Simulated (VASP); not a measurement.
# BN (F-43m) in VASP: a series of runs, part 2 of 2

VASP 6.6.1. The steps go on from the part before.

## (3) Single point, LDA

INCAR

```
  PREC = Accurate
  ENCUT = 600
  EDIFF = 1E-6
  ISMEAR = 0
  SIGMA = 0.02
  LREAL = F
  LASPH = T
  NELM = 120
  ALGO = Normal
  ISIF = 2
  LWAVE = F
  LCHARG = F
  NBANDS = 11
  GGA_COMPAT = F
```

KPOINTS

```
regular mesh
0
Gamma
  12 12 12
```

POSCAR

```
BN
1.0
    0.0000000000      1.7902747227      1.7902747227
    1.7902747227      0.0000000000      1.7902747227
    1.7902747227      1.7902747227      0.0000000000
B N
1 1
Direct
    0.0000000000      0.0000000000      0.0000000000
    0.7500000000      0.7500000000      0.7500000000
```

Potentials or basis: VASP PAW LDA potentials, release 64 (B, N).

Command:

```bash
> cat potpaw_LDA.64/B/POTCAR potpaw_LDA.64/N/POTCAR > POTCAR
> mpirun -np 1 vasp_std > vasp.out
```

OUTCAR:

```text
PREC = Accurate
   ENCUT = 600
   EDIFF = 1E-6
   ISMEAR = 0
   LREAL = F
   LASPH = T
   NELM = 120
   ISIF = 2

 ion  position               nearest neighbor table
   1  0.000  0.000  0.000-   2 1.55   2 1.55   2 1.55   2 1.55
   2  0.750  0.750  0.750-   1 1.55   1 1.55   1 1.55   1 1.55

  LATTYP: Found a face centered cubic cell.
 ALAT       =     3.5805494454

  Lattice vectors:

 A1 = (   0.0000000000,   1.7902747227,   1.7902747227)
 A2 = (   1.7902747227,   0.0000000000,   1.7902747227)
 A3 = (   1.7902747227,   1.7902747227,   0.0000000000)

Analysis of symmetry for initial positions (statically):
=====================================================================
 Subroutine PRICEL returns:
 Original cell was already a primitive cell.

 Routine SETGRP: Setting up the symmetry group for a
 face centered cubic supercell.

 Subroutine GETGRP returns: Found 24 space group operations
 (whereof 24 operations were pure point group operations)
 out of a pool of 48 trial point group operations.

The static configuration has the point symmetry T_d .

Analysis of symmetry for dynamics (positions and initial velocities):
=====================================================================
 Subroutine PRICEL returns:
 Original cell was already a primitive cell.

 Routine SETGRP: Setting up the symmetry group for a
 face centered cubic supercell.

 Subroutine GETGRP returns: Found 24 space group operations
 (whereof 24 operations were pure point group operations)
 out of a pool of 48 trial point group operations.

The dynamic configuration has the point symmetry T_d .

 Subroutine INISYM returns: Found 24 space group operations
 (whereof 24 operations are pure point group operations),
 and found     1 'primitive' translations

----------------------------------------------------------------------------------------
[... 118 lines left out ...]
   GGA     = CA    functional components
   LHFCALC =     F    Hartree Fock is set to
   AEXX    =    0.0000 exact exchange contribution
   IVDW    =     0    specifies the selected vdW correction
   LEPSILON=     F    determine dielectric tensor
   LRPA    =     F    only Hartree local field effects (RPA)
 non-spin polarized calculation
 Gauss-broadening in eV      SIGMA  =   0.02
  energy-cutoff  :      600.00
  volume of cell :       11.48
 maximum number of plane-waves:       392
   NGX = 11   NGY = 11   NGZ = 11

 number of electron       7.9999999 magnetization

 Free energy of the ion-electron system (eV)
  ---------------------------------------------------
  ext. energy  EPLUGINS =         0.00000000
  ---------------------------------------------------
  free energy    TOTEN  =       -19.41630811 eV

  energy without entropy =      -19.41630811  energy(sigma->0) =      -19.41630811

 E-fermi :   7.8567     XC(G=0): -13.2435

 val. band max:        7.7515540060   @ k =   0.0000   0.0000   0.0000
 cond. band min:      12.1290189820   @ k =   0.5000   0.5000   0.0000
 fundamental gap:      4.3774649761
 Fermi energy:         7.8567410982

 k-point     1 :       0.0000    0.0000    0.0000
  band No.  band energies     occupation
      1     -12.6464      2.00000
      2       7.7516      2.00000
      3       7.7516      2.00000
      4       7.7516      2.00000
      5      16.5708      0.00000
      6      16.5708      0.00000
      7      16.5708      0.00000
      8      18.6620      0.00000
      9      32.7878      0.00000
     10      35.8949      0.00000
     11      35.8949      0.00000
[... 309 lines left out ...]
 k-point    24 :      -0.4167    0.1667    0.0000
  band No.  band energies     occupation
      1      -7.8517      2.00000
      2      -2.5133      2.00000
      3       3.5396      2.00000
      4       5.0970      2.00000
      5      17.0808      0.00000
      6      20.0643      0.00000
      7      20.2950      0.00000
      8      23.6459      0.00000
      9      28.8490      0.00000
     10      33.2880      0.00000
     11      34.7251      0.00000

 [... further k-points ...]

------------------------ aborting loop because EDIFF is reached ----------------------------------------

  FORCE on cell =-STRESS in cart. coord.  units (eV):
  Direction    XX          YY          ZZ          XY          YZ          ZX
  --------------------------------------------------------------------------------------
  -------------------------------------------------------------------------------------
  Total        0.0545249      0.0545249      0.0545249      0.0000000      0.0000000      0.0000000
  in kB        7.6123127      7.6123127      7.6123127      0.0000000      0.0000000      0.0000000
  external PRESSURE =       7.6123127 kB  Pullay stress =       0.0000000 kB

 VOLUME and BASIS-vectors are now :
 -----------------------------------------------------------------------------
  energy-cutoff  :      600.00
  volume of cell :       11.48
      direct lattice vectors                 reciprocal lattice vectors
     0.000000000  1.790274723  1.790274723    -0.279286745  0.279286745  0.279286745
     1.790274723  0.000000000  1.790274723     0.279286745 -0.279286745  0.279286745
     1.790274723  1.790274723  0.000000000     0.279286745  0.279286745 -0.279286745

 POSITION                                       TOTAL-FORCE (eV/Angst)
 -----------------------------------------------------------------------------------
      0.00000      0.00000      0.00000        -0.000000      0.000000      0.000000
      2.68541      2.68541      2.68541         0.000000     -0.000000     -0.000000
 -----------------------------------------------------------------------------------
    total drift:                                0.000000      0.000000      0.000000

  FREE ENERGIE OF THE ION-ELECTRON SYSTEM (eV)
  ---------------------------------------------------
  free  energy   TOTEN  =       -19.4163081140 eV

  energy  without entropy=      -19.4163081140  energy(sigma->0) =      -19.41630811
```

Wall time 4 s (1 thread of Intel Xeon 6975P-C (Granite Rapids), shared host); peak memory 0.12 GiB.

What came out:

* Free energy: -19.4163 eV
* Pressure: 0.8 GPa
* Band gap on the k mesh: 4.38 eV (least direct gap 8.82 eV)

## (4) How close it comes

Step 2. Against the measured gap of BN, 6.4 eV (indirect; 300 K; a printed reference work, monograph), the calculated 4.38 eV is off by -2.02 eV. The value is that of LDA on a finite k mesh, which can miss the band edges, without temperature or zero-point motion. Semilocal functionals fall short of measured gaps as a rule.

Step 3. Measured gap of BN: 6.4 eV (indirect; 300 K; a printed reference work, monograph). This calculation gives 4.38 eV (-2.02 eV). The value is that of LDA on a finite k mesh, which can miss the band edges, without temperature or zero-point motion. Semilocal functionals fall short of measured gaps as a rule.
